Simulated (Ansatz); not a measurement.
Crystal: V.

```
V
1.0
    -1.51435    1.51435    1.51435
     1.51435   -1.51435    1.51435
     1.51435    1.51435   -1.51435
V
1
Direct
  0.00000 0.00000 0.00000
```

```yaml
Program: Ansatz 0.2.0
Task: relaxation of cell and atoms
Functional: PBEsol
Potentials_or_basis: all-electron LAPW, scalar-relativistic
Basis_error_allowed: 0.001 eV/atom
k_mesh: 9 × 9 × 9
Occupations: fermi-dirac, width 0.05 eV
Spin: collinear spin, ferromagnetic start
Starting_moments: "[2.0] μB"
```

At the start: volume 13.89 Å³/atom.

Question: How do energy, volume and symmetry change on relaxing?

Answer: Over 5 steps the energy falls by 41.0 meV/atom and the volume is 12.88 Å³/atom (-7.3 %); space group Im-3m (No. 229, to 0.05 Å); moment 0.00 μB per cell.

Step by step:
| step | energy change (eV) | largest force (eV/Å) | volume (Å³) |
| --- | --- | --- | --- |
| 1 | 0.0000 | 0.0000 | 13.89 |
| 2 | -0.0406 | 0.0000 | 12.78 |
| 3 | -0.0410 | 0.0000 | 12.89 |
| 4 | -0.0410 | 0.0000 | 12.88 |
| 5 | -0.0410 | 0.0000 | 12.88 |

Final structure:
```
V
1.0
    -1.47658    1.47658    1.47658
     1.47658   -1.47658    1.47658
     1.47658    1.47658   -1.47658
V
1
Direct
  0.00000 0.00000 0.00000
```

Caveat: the k mesh is thin for a metal, which can move the energy by tens of meV per atom; the starting moments weren't kept.
